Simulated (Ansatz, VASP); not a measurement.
Two plane-wave programs on SiC

File INCAR:

```
SYSTEM = SiC
ALGO = Normal
EDIFF = 1E-6
ENCUT = 520
GGA = PE
ISIF = 2
ISMEAR = 0
LASPH = .True.
LCHARG = .True.
LELF = .True.
LREAL = .False.
LVHAR = .True.
LWAVE = .False.
NBANDS = 16
NELM = 60
PREC = Accurate
SIGMA = 0.01
```

KPOINTS

```
k-points
0
Gamma
  9 9 4
  0 0 0
```

File POSCAR:

```
SiC
1.0
    3.0753562516      0.0000000000      0.0000000000
   -1.5376781258      2.6633366395      0.0000000000
    0.0000000000      0.0000000000      5.0481081077
Si C
2 2
Direct
    0.3333333333      0.6666666667     -0.0004084095
    0.6666666667      0.3333333333      0.4995915905
    0.3333333333      0.6666666667      0.3754084095
    0.6666666667      0.3333333333      0.8754084095
```

Input for Ansatz:

```yaml
crystal:
  lattice:
    - [3.0753562516, 0.0, 0.0]
    - [-1.5376781258, 2.6633366395, 0.0]
    - [0.0, 0.0, 5.0481081077]
  atoms:
    - { symbol: Si, position: [0.3333333333, 0.6666666667, -0.0004084095] }
    - { symbol: Si, position: [0.6666666667, 0.3333333333, 0.4995915905] }
    - { symbol: C, position: [0.3333333333, 0.6666666667, 0.3754084095] }
    - { symbol: C, position: [0.6666666667, 0.3333333333, 0.8754084095] }
kpoints:
  mp_grid: { grid: [9, 9, 4] }
hamiltonian:
  xc: pbe
scf:
  occupations: { method: fixed }
output:
  optics:
    e_range: [0, 15]
    de: 0.05
    sigma: 0.1
    bands: { spectra_wanted_up_to: 15 }
  write_density: true
  write_potential: true
  elf: true
  volumetric_format: npy
```

Alike in both runs: task single point; functional PBE; k mesh 9 × 9 × 4; no spin polarisation.

|  | VASP | Ansatz |
| --- | --- | --- |
| version | VASP 6.6.1 | Ansatz 0.2.0 |
| potentials or method | VASP PAW PBE potentials, release 64 (Si, C) | plane waves, PAW |
| plane-wave cutoff (eV) | 520 | 420 |
| occupations | gaussian, width 0.01 eV | fixed |
| valence electrons in the cell | 16 | 16 |

|  | VASP | Ansatz | Ansatz less VASP |
| --- | --- | --- | --- |
| gap on the k mesh at the Fermi level (eV) | 2.27 | 2.28 | +0.004 |

Caveats: an odd mesh through Γ misses points on the zone boundary, where band edges often lie.
